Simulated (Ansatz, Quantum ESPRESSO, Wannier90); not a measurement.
# Ballistic channels from Wannier functions: straight K chain, spacing 4.43 Å, part 2 of 5

Aim: a Wannier model and the conductance steps that follow from it, for this wire: straight K chain, spacing 4.43 Å.

Quantum ESPRESSO 7.5 and Wannier90 3.1.0; plane-wave DFT, PBE, GBRV ultrasoft pseudopotentials; cross-check by Ansatz 0.2.0 with PAW datasets.

So far. Step 2 (SCF with pw.x): The run needed 14 iterations to bring the estimated error under 1e-07 Ry.

## 4. Neighbour list from wannier90 -pp

Level of this step: maximally localised Wannier functions and ballistic conductance; plane-wave DFT, PBE, GBRV ultrasoft pseudopotentials (Wannier90).

The .win file sets projections and windows: states in the frozen window are kept exactly, the outer window gives room to disentangle.

wan.win reads:

```
num_wann = 1
num_bands = 11
num_iter = 200
num_print_cycles = 20
conv_tol = 1e-8
conv_window = 5
guiding_centres = true
dis_num_iter = 1500
dis_conv_tol = 1e-8
dis_win_min = -12.5594
dis_win_max = 7.4406
dis_froz_max = -0.0594
search_shells = 120
fermi_energy = -1.5594

transport = true
transport_mode = bulk
one_dim_axis = z
dist_cutoff = 17.61
dist_cutoff_mode = one_dim
tran_win_min = -4.0
tran_win_max = 2.0
tran_energy_step = 0.02

bands_plot = true
bands_num_points = 96
begin kpoint_path
G 0.0 0.0 0.0 Z 0.0 0.0 0.5
end kpoint_path

begin projections
K:s
end projections

begin unit_cell_cart
ang
  8.0000000000 0.0000000000 0.0000000000
  0.0000000000 8.0000000000 0.0000000000
  0.0000000000 0.0000000000 4.4280000000
end unit_cell_cart

begin atoms_frac
  K  0.0000000000 0.0000000000 0.0000000000
end atoms_frac

mp_grid = 1 1 8
begin kpoints
  0.0 0.0 0.0000000000
  0.0 0.0 0.1250000000
  0.0 0.0 0.2500000000
  0.0 0.0 0.3750000000
  0.0 0.0 0.5000000000
  0.0 0.0 0.6250000000
  0.0 0.0 0.7500000000
  0.0 0.0 0.8750000000
end kpoints
```

On the command line:

```
$ OMP_NUM_THREADS=1 wannier90.x -pp wan > wan.pp.log
```

What it wrote:

```text
+---------------------------------------------------+
             |                                                   |
             |                   WANNIER90                       |
             |                                                   |
             +---------------------------------------------------+
             |                                                   |
             |        Welcome to the Maximally-Localized         |
             |        Generalized Wannier Functions code         |
             |                             |
             |                                                   |
             |                                                   |
             |  Wannier90 Developer Group:                       |
             |    Giovanni Pizzi    (EPFL)                       |
             |    Valerio Vitale    (Cambridge)                  |
             |    David Vanderbilt  (Rutgers University)         |
             |    Nicola Marzari    (EPFL)                       |
             |    Ivo Souza         (Universidad del Pais Vasco) |
             |    Arash A. Mostofi  (Imperial College London)    |
             |    Jonathan R. Yates (University of Oxford)       |
             |                                                   |
             |  For the full list of Wannier90 3.x authors,      |
             |  please check the code documentation and the      |
             |  README on the GitHub page of the code            |
             |                                                   |
             |                                                   |
             |  Please cite                                      |
             |                                                   |
             |  [ref] "Wannier90 as a community code:            |
             |        new features and applications",            |
             |        G. Pizzi et al., J. Phys. Cond. Matt. 32,  |
             |        165902 (2020).                             |
             |            |
             |                                                   |
             |  in any publications arising from the use of      |
             |  this code. For the method please cite            |
             |                                                   |
             |  [ref] "Maximally Localized Generalised Wannier   |
             |         Functions for Composite Energy Bands"     |
             |         N. Marzari and D. Vanderbilt              |
             |         Phys. Rev. B 56 12847 (1997)              |
             |                                                   |
             |  [ref] "Maximally Localized Wannier Functions     |
             |         for Entangled Energy Bands"               |
             |         I. Souza, N. Marzari and D. Vanderbilt    |
             |         Phys. Rev. B 65 035109 (2001)             |
             |                                                   |
             |                                                   |
             | Copyright (c) 1996-2020                           |
             |        The Wannier90 Developer Group and          |
             |        individual contributors                    |
             |                                                   |
             |      Release: 3.1.0        5th March    2020      |
             |                                                   |
             | This program is free software; you can            |
             | redistribute it and/or modify it under the terms  |
             | of the GNU General Public License as published by |
             | the Free Software Foundation; either version 2 of |
             | the License, or (at your option) any later version|
             |                                                   |
             | This program is distributed in the hope that it   |
             | will be useful, but WITHOUT ANY WARRANTY; without |
             | even the implied warranty of MERCHANTABILITY or   |
             | FITNESS FOR A PARTICULAR PURPOSE. See the GNU     |
             | General Public License for more details.          |
             |                                                   |
             | You should have received a copy of the GNU General|
             | Public License along with this program; if not,   |
             | write to the Free Software Foundation, Inc.,      |
             | 675 Mass Ave, Cambridge, MA 02139, USA.           |
             |                                                   |
             +---------------------------------------------------+
[date or host left out]
             +---------------------------------------------------+

 ******************************************************************************
 * -> Using CODATA 2006 constant values                                       *
 *    (                      *
 * -> Using Bohr value from CODATA                                            *
 ******************************************************************************

 Running in serial (with parallel executable)

                                    ------
                                    SYSTEM
                                    ------

                              Lattice Vectors (Ang)
                    a_1     8.000000   0.000000   0.000000
                    a_2     0.000000   8.000000   0.000000
                    a_3     0.000000   0.000000   4.428000

                   Unit Cell Volume:     283.39200  (Ang^3)

                        Reciprocal-Space Vectors (Ang^-1)
                    b_1     0.785398   0.000000   0.000000
                    b_2     0.000000   0.785398   0.000000
                    b_3     0.000000   0.000000   1.418967

 *----------------------------------------------------------------------------*
 |   Site       Fractional Coordinate          Cartesian Coordinate (Ang)     |
 +----------------------------------------------------------------------------+
 | K    1   0.00000   0.00000   0.00000   |    0.00000   0.00000   0.00000    |
 *----------------------------------------------------------------------------*
                                ------------
                                K-POINT GRID
                                ------------

             Grid size =  1 x  1 x  8      Total points =    8

 *---------------------------------- MAIN ------------------------------------*
 |  Number of Wannier Functions               :                 1             |
 |  Number of Objective Wannier Functions     :                 1             |
[...]
|  Write on-site energies <0n|H|0n> to file  :                 F             |
 |  Use guiding centre to control phases      :                 T             |
 |  Use phases for initial projections        :                 F             |
 |  Iterations before starting guiding centres:                 0             |
 |  Iterations between using guiding centres  :                 1             |
 *----------------------------------------------------------------------------*
 *------------------------------- DISENTANGLE --------------------------------*
 |  Using band disentanglement                :                 T             |
 |  Total number of iterations                :              1500             |
 |  Mixing ratio                              :             0.500             |
 |  Convergence tolerence                     :         1.000E-08             |
 |  Convergence window                        :                 3             |
 *----------------------------------------------------------------------------*
 *-------------------------------- PLOTTING ----------------------------------*
 |  Plotting interpolated bandstructure       :                 T             |
 |   Number of K-path sections                :                 1             |
 |   Divisions along first K-path section     :                96             |
 |   Output format                            :           gnuplot             |
 |   Output mode                              :               s-k             |
 *----------------------------------------------------------------------------*
 |   K-space path sections:                                                   |
 |    From: G       0.000  0.000  0.000     To: Z       0.000  0.000  0.500   |
 *----------------------------------------------------------------------------*
 *------------------------------- TRANSPORT ----------------------------------*
 |  Transport mode                            :              bulk             |
 |   Hamiltonian from external files          :                 F             |
 |   System extended in                       :                 z             |
 |   Centre of the unit cell to which WF are translated (fract. coords):      |
 |                                       0.000000,    0.000000,    0.000000   |
 |  Fermi energy (eV)                         :            -1.559             |
 *----------------------------------------------------------------------------*
 Time to read parameters        0.004 (sec)

 *---------------------------------- K-MESH ----------------------------------*
 +----------------------------------------------------------------------------+
 |                    Distance to Nearest-Neighbour Shells                    |
 |                    ------------------------------------                    |
 |          Shell             Distance (Ang^-1)          Multiplicity         |
 |          -----             -----------------          ------------         |
 |             1                   0.177371                      2            |
 |             2                   0.354742                      2            |
 |             3                   0.532113                      2            |
 |             4                   0.709483                      2            |
 |             5                   0.785398                      4            |
 |             6                   0.805177                      8            |
 |             7                   0.861796                      8            |
 |             8                   0.886854                      2            |
 |             9                   0.948680                      8            |
 |            10                   1.058403                      8            |
 |            11                   1.064225                      2            |
 |            12                   1.110721                      4            |
 |            13                   1.124794                      8            |
 |            14                   1.165994                      8            |
 |            15                   1.184635                      8            |
 |            16                   1.231602                      8            |
[...]
|           113                   2.944608                      8            |
 |           114                   2.949185                      8            |
 |           115                   2.952422                     16            |
 |           116                   2.956605                      8            |
 |           117                   2.967417                     16            |
 |           118                   3.015305                      2            |
 |           119                   3.025166                     16            |
 |           120                   3.041462                     16            |
 +----------------------------------------------------------------------------+
 | The b-vectors are chosen automatically                                     |
 | The following shells are used:   1,  5                                     |
 +----------------------------------------------------------------------------+
 |                        Shell   # Nearest-Neighbours                        |
 |                        -----   --------------------                        |
 |                          1               2                                 |
 |                          5               4                                 |
 +----------------------------------------------------------------------------+
 | Completeness relation is fully satisfied [Eq. (B1), PRB 56, 12847 (1997)]  |
 +----------------------------------------------------------------------------+
 |                  b_k Vectors (Ang^-1) and Weights (Ang^2)                  |
 |                  ----------------------------------------                  |
 |            No.         b_k(x)      b_k(y)      b_k(z)        w_b           |
 |            ---        --------------------------------     --------        |
 |             1         0.000000    0.000000    0.177371    15.892985        |
 |             2         0.000000    0.000000   -0.177371    15.892985        |
 |             3         0.785398    0.000000    0.000000     0.810569        |
 |             4         0.000000    0.785398    0.000000     0.810569        |
 |             5         0.000000   -0.785398    0.000000     0.810569        |
 |             6        -0.785398    0.000000    0.000000     0.810569        |
 +----------------------------------------------------------------------------+
 |                           b_k Directions (Ang^-1)                          |
 |                           -----------------------                          |
 |            No.           x           y           z                         |
 |            ---        --------------------------------                     |
 |             1         0.000000    0.000000    0.177371                     |
 |             2         0.785398    0.000000    0.000000                     |
 |             3         0.000000    0.785398    0.000000                     |
 +----------------------------------------------------------------------------+

 Time to get kmesh              0.011 (sec)
 *============================================================================*
 |                              MEMORY ESTIMATE                               |
 |         Maximum RAM allocated during each phase of the calculation         |
 *============================================================================*
 |                        Disentanglement            0.13 Mb                  |
 |                            Wannierise:            0.01 Mb                  |
 |                          plot_wannier:            0.01 Mb                  |
 *----------------------------------------------------------------------------*

 Starting a new Wannier90 calculation ...

 Time to write kmesh            0.016 (sec)

 Exiting... wan.nnkp written.
```

It took 0.63 s on 1 MPI rank of Intel Xeon Platinum 8488C (Sapphire Rapids), shared host; peak memory 0.08 GiB.

## 5. Overlaps and projections

pw2wannier90.x computes the overlaps between neighbouring k-points and the projections.

wan.p2w.in reads:

```
&inputpp
  prefix = 'nscf'
  outdir = './out'
  seedname = 'wan'
  write_mmn = .true.
  write_amn = .true.
  write_unk = .false.
/
```

On the command line:

```
$ OMP_NUM_THREADS=1 mpirun -n 2 pw2wannier90.x -in wan.p2w.in > wan.p2w.out
```

What it wrote:

```text
[banner, memory and clock lines left out]
Program PW2WANNIER v.7.5 starts

          URL

     Reading nscf_save data

     ./out/nscf.save/

     IMPORTANT: XC functional enforced from input :
     Exchange-correlation= PBE
                           (   1   4   3   4   0   0   0)
     Any further DFT definition will be discarded
     Please, verify this is what you really want

     Reading collected, re-writing distributed wavefunctions

      Spin CASE ( default = unpolarized )

  Wannier mode is: standalone

  -----------------
  *** Reading nnkp
  -----------------

  Checking info from wannier.nnkp file

  - Real lattice is ok
  - Reciprocal lattice is ok
  - K-points are ok
  - Number of wannier functions is ok (  1)
  - All guiding functions are given

  Projections:
    0.000000    0.000000    0.000000  0  1  1    1.000000

  Reading data about k-point neighbours

  All neighbours are found

  Opening pp-files

  *** Compute  A projections

  Number of local k points =        8
       1       2       3       4       5       6       7       8
  AMN calculated

  ---------------
  *** Compute  M
  ---------------

  Number of local k points =        8
       1       2       3       4       5       6       7       8
  MMN calculated

  *** Orbital terms are not computed

  *** SHC terms are not computed

  ----------------
  *** Write bands
  ----------------

  *** Plot info is not printed

  *** Parity info is not printed

  ------------
  *** Stop pp
  ------------

     Internal routines:
```

The job ended after 2.2 s (2 MPI ranks; peak memory 0.15 GiB; 4 s of CPU time).

[end of part 2 of 5]

[Logs are printed without paths, hosts, clocks, repeated set-up lines and the standing remarks that a program may print on its own settings, such as how far it seeks lower states.]

[Hosts, paths, dates, database ids (printed as entryN), source tags and the programs' standing remarks are cut or masked in the printed files.]

[Maps of the electrostatic potential energy from Ansatz leave out the sawtooth potential of an applied field or a dipole correction, so their vacuum need not be flat; planar profiles and work functions include it.]
